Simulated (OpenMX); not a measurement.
**KCl (Sylvite) under changes of volume**

One of the cells (31.151 Å³/atom); the others are scaled copies at fixed shape and fractional positions:

```xyz
2
Lattice="0.0000 3.1465 3.1465 3.1465 0.0000 3.1465 3.1465 3.1465 0.0000" Properties=species:S:1:pos:R:3 pbc="T T T"
K     0.0000    0.0000    0.0000
Cl    3.1465    3.1465    3.1465
```

```yaml
Program: OpenMX 3.8.5
Functional: LDA
Potentials_or_basis: OpenMX 2013 LDA set, K10.0-s3p2d1, Cl7.0-s2p2d1f1, fixed grid of 36 × 36 × 36 points
k_mesh: 7 × 7 × 7
Occupations: fermi-dirac, width 0.05 eV
Spin: no spin polarisation
```

```tsv
volume (Å³/atom)	energy over the lowest point (meV/atom)	gap on the mesh (eV)
29.282	0.00	5.28
29.905	?	?
30.528	9.90	5.12
31.151	16.90	5.04
31.774	24.91	4.97
32.397	33.85	4.90
33.020	43.79	4.83
```

Q: What does the run at 29.905 Å³/atom give?

A: Energy over the lowest point 4.28 meV/atom; gap on the mesh 5.20 eV.

Worked out: A Birch-Murnaghan fit of order 3 (a polynomial in V^(-2/3)) to the other rows has no minimum within the range. It gives 4.26 meV/atom at 29.905 Å³/atom, against the run's 4.28. A straight line through the other rows of the gap, of slope -3.74 eV per unit of ln V (its deformation potential), gives 5.20 eV, against the run's 5.20.

Energies are extrapolated to zero smearing.

Caveats: the basis of atomic orbitals isn't converged, which shifts pressures, moduli and gaps; an odd mesh through Γ misses points on the zone boundary, where band edges often lie (some runs).
